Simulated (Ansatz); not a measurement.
# Ga, relaxed

Wanted: the geometry at rest of Ga (a crystal from a database, its volume scaled a little), relaxing the atoms in a fixed cell, and its electronic structure there.

Program: Ansatz 0.2.0. Level of theory: DFT, r2SCAN, no spin polarisation, plane waves, PAW. These are calculated values, not measurements.

## 1. Geometry

It takes space group C2/c (No. 15, monoclinic). Conventional cell: a = 2.797 Å, b = 8.144 Å, c = 3.370 Å, α = 90.00°, β = 92.02°, γ = 90.00°. Ga (site symmetry 2) is surrounded by 8 Ga at 2.72 to 2.95 Å.

The coordinates stand in the input below.

The first density is read from a saved solution for the starting cell.

## 2. The walk to rest

input.yaml reads:

```yaml
crystal:
  lattice:
    - [1.3986281, 4.07200002, 0.0]
    - [1.3986281, -4.07200002, 0.0]
    - [0.1187772, 0.0, -3.36755868]
  atoms:
    - { symbol: Ga, position: [0.131, 0.869, 0.75] }
    - { symbol: Ga, position: [0.869, 0.131, 0.25] }
  symmetry: { tolerance: 0.0003 }
kpoints:
  mp_grid: { grid: [7, 7, 5], shift: [0, 0, 0] }
magnetization:
  spin_polarized: false
scf:
  occupations: { method: fermi_dirac, width: 0.0637 }
  lower_state_search: "off"
hamiltonian:
  pseudopotentials: { kind: paw }
  xc: r2scan
basis:
  ecutwfc: 500
  fft_grid_basis: typed
relax:
  max_steps: 40
output:
  forces: true
  stress: true
  eigenvalues: true
  bader: true
  populations: true
  elf: true
  write_potential: true
  volumetric_format: npy
  dos:
    e_range: [-12, 8]
    de: 0.05
    projected: { site_lists: { Ga: [Ga] } }
  write_density: true
checkpoint:
  read: saved_state
```

Run with:

```console
ansatz run input.yaml --threads 2 --pin off --max-ram 3584MiB --backend cpu --events-out ev --progress --plain --runs-dir out
```

Before running it: what results should come out? Wanted: moves; energy gained; largest move; pressure left in the fixed cell; character.

As calculated:

| quantity | value |
| --- | --- |
| moves | 1 |
| energy gained | 1.1 meV/atom |
| largest move | 0.02 Å (Ga) |
| space group (0.01 Å), before / after | C2/c / C2/c |
| pressure left in the fixed cell | -3.1 GPa |
| character | metal |
| density of states, mean within 0.25 eV of the Fermi level | 0.69 per eV per cell |

What this shows: In the fixed cell the largest move of an atom is 0.02 Å; the energy fell by 1.1 meV per atom. The fixed cell still holds a mean pressure of -3.1 GPa, so it would shrink if let free. With 4 symmetry operations imposed, the end may be a saddle point towards distortions that break them. The cell is metallic; within 0.25 eV of the Fermi level the density of states averages 0.69 per eV per cell, mostly Ga p (76 %) and Ga s (22 %).

Keep in mind: the k mesh is coarse for a cell without a gap; the SCF threshold is loose for a stress.
